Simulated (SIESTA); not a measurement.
Ga:

```
Ga
1.0
    -1.38440    1.38440    2.31122
     1.38440   -1.38440    2.31122
     1.38440    1.38440   -2.31122
Ga
1
Direct
  0.00000 0.00000 0.00000
```

This isn't the form of Ga at room conditions, which is orthorhombic.

| Item | Value |
| --- | --- |
| Program | SIESTA 5.4.2 |
| Task | single point |
| Functional | PBE |
| Potentials or basis | PseudoDojo 0.4 standard (PBE files) |
| Basis | DZP (energy shift 0.003 Ry; two zetas on semicore shells) |
| Grid cutoff | 800 Ry |
| Energy shift | 0.003 Ry |
| k mesh | 13 × 13 × 13 |
| Occupations | fermi-dirac, width 0.05 eV |
| Spin | no spin polarisation |

On this cell: pressure 3.6 GPa; band gap on the k mesh none (metal or under the smearing width).

The same run follows on a disturbed copy (cell strained at random at fixed volume):

```
Ga
1.0
    -1.34574    1.36748    2.27974
     1.38532   -1.38141    2.31180
     1.38426    1.41993   -2.28809
Ga
1
Direct
  0.00017 0.01188 0.01187
```

What changes?

The energy (extrapolated to zero smearing) moves by +1.4 meV/atom; pressure 4.0 GPa; band gap on the k mesh none (metal or under the smearing width).

Stress tensor (GPa, compression positive):
```
 3.76  0.13 -0.10
 0.13  3.82 -0.02
-0.10 -0.02  4.39
```

Caveats: the basis of atomic orbitals isn't converged, which shifts pressures, moduli and gaps.
